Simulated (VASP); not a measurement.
Runs of VASP 6.6.1 on MnO. The structure is cubic, space group F-43m (No. 216). Conventional cell: a = 4.873 Å, b = 4.873 Å, c = 4.873 Å, α = 90.00°, β = 90.00°, γ = 90.00°. Around Mn (site symmetry -43m) lie 4 O at 2.11 Å. Around O (site symmetry -43m) lie 4 Mn at 2.11 Å. Measurements of this composition are mostly on another form, of space group No. 225.

| spin | U | fixed moment (μB) | gap on the mesh (eV) | pressure (GPa) | moment (μB) |
| --- | --- | --- | --- | --- | --- |
| collinear, random start | Mn d U = 2 eV | - | none | -2.5 | 5.00 |
| collinear, zero start | Mn d U = 7 eV | - | none | -23.5 | 0.00 |
| collinear, ferromagnetic start | Mn d U = 7 eV | 2 | - | (a) | 2.00 |
| collinear, ferromagnetic start | Mn d U = 2 eV | - | none | -2.5 | 5.00 |
| collinear, random start | Mn d U = 7 eV | - | none | (b) | 5.00 |
| collinear, ferromagnetic start | Mn d U = 2 eV | 2 | - | -23.9 | 2.00 |

Alike in all rows: task single point; level PBE+U; potentials or basis VASP PAW PBE potentials, release 64 (Mn_pv, O); cell as given; k mesh 7 × 7 × 7; cutoff (eV) 520; smearing gaussian 0.05 eV.

Problem. Estimate the missing entries.

Solution. (a) -20.0; (b) 1.2.

Caveats: a cell with one magnetic atom can't hold antiferromagnetic order, which such compounds often take (some runs); the moment is held away from its start (some runs); the total moment is fixed, so each spin has its own Fermi level (some runs).

A gap of «none» marks a metal or a gap under the smearing width.
